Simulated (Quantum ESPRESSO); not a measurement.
Runs of Quantum ESPRESSO 7.5 on SnTe. Symmetry: Fm-3m, No. 225, cubic system. Conventional cell: a = 6.302 Å, b = 6.302 Å, c = 6.302 Å, α = 90.00°, β = 90.00°, γ = 90.00°. Te (site symmetry m-3m) has 6 Sn at 3.15 Å as nearest neighbours. Sn (site symmetry m-3m) has 6 Te at 3.15 Å as nearest neighbours. 

```tsv
share of exact exchange	gap on the mesh (eV)
0.1	0.70
0.15	0.94
0.25	(a)
0.35	1.95
```

Alike in all rows: task single point; level r2SCAN-X; potentials or basis SG15 PBE 1.2; no spin polarisation; cell as given; k mesh 2 × 2 × 2; cutoff (eV) 952; smearing fermi-dirac 0.05 eV; the mesh is coarse, so values aren't converged.

Question: Estimate the missing entries.

Answer: (a) 1.45.

Caveats: all runs use coarse meshes; the mesh is coarse for exact exchange, which widens gaps; spin-orbit coupling is left out, which moves the levels of the heavy elements.

A k mesh can miss the band edges, and the runs leave out spin-orbit coupling on Sn, Te.

Runs at the PBE level aren't shown here.
